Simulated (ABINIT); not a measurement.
Crystal: Al2Cu.

```
CELL_PARAMETERS angstrom
4.10518 0.00000 0.00000
0.00000 4.10518 0.00000
0.00000 0.00000 2.89131
ATOMIC_POSITIONS crystal
Cu 0.00000 0.00000 0.00000
Al 0.00000 0.50000 0.50000
Al 0.50000 0.00000 0.50000
```

The cell comes from a database or a generator and needn't be the stable form of this composition.

Base run:

```yaml
Program: ABINIT 10.8.3 (patched build)
Functional: LDA
Potentials_or_basis: PseudoDojo NC SR LDA v0.4.1 standard
Cutoff: 1252 eV
k_mesh: 5 × 5 × 7
Occupations: fermi-dirac, width 0.05 eV
Spin: no spin polarisation
```

Its results: band gap on the k mesh none (metal or under the smearing width); pressure -5.5 GPa.

Question: The run is repeated on the same cell with these changes: functional from LDA to PBEsol; potentials or basis from PseudoDojo NC SR LDA v0.4.1 standard to PseudoDojo NC SR PBEsol v0.4.1 standard; cutoff from 1252 eV to 1143 eV. What comes out?

Answer: Band gap on the k mesh none (metal or under the smearing width); pressure -3.0 GPa.

Not every run made on this cell is shown here.
